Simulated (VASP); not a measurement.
Write the native input for VASP 6.6.1 that does the following.

| Item | Value |
| --- | --- |
| Task | single point |
| Functional | PBE |
| Potentials or basis | VASP PAW PBE potentials, release 64 (Ag) |
| Cutoff | 520 eV |
| k mesh | 8 × 8 × 8 |
| Occupations | gaussian, width 0.05 eV |
| Spin | no spin polarisation |
| Dipole correction | no |
| Further INCAR settings | ALGO = Normal; EDIFF = 1e-07; NBANDS = 12 |

The structure of Ag lies in POSCAR:

```
Ag
1.0
   -1.6231181371      1.6231181371      1.6231181371
    1.6231181371     -1.6231181371      1.6231181371
    1.6231181371      1.6231181371     -1.6231181371
Ag
1
Direct
    0.0000000000      0.0000000000      0.0000000000
```

The cell was built by a generator and needn't be a form met in nature.

One way to write it, as run:

INCAR

```
SYSTEM = Ag
  PREC = Accurate
  ENCUT = 520
  EDIFF = 1E-7
  ISMEAR = 0
  SIGMA = 0.05
  LREAL = .FALSE.
  LASPH = .TRUE.
  NELM = 100
  ALGO = Normal
  ISIF = 2
  LWAVE = .FALSE.
  LCHARG = .TRUE.
  GGA = PE
  LELF = .TRUE.
  LVHAR = .TRUE.
  NBANDS = 12
```

KPOINTS

```
regular mesh
0
G
  8 8 8
  0 0 0
```

Potentials or basis: VASP PAW PBE potentials, release 64 (Ag).

Command:

```console
$ cat potpaw_PBE.64/Ag/POTCAR > POTCAR
$ mpirun -np 1 vasp_std > vasp.out
```

It gave:

```yaml
Pressure: 4.9 GPa
Band_gap_on_the_k_mesh: none (metal or under the smearing width)
```

It took 2.9 s on 1 thread of Intel(R) Xeon(R) 6975P-C (Granite Rapids), with other jobs on the host, peak memory 0.14 GiB.
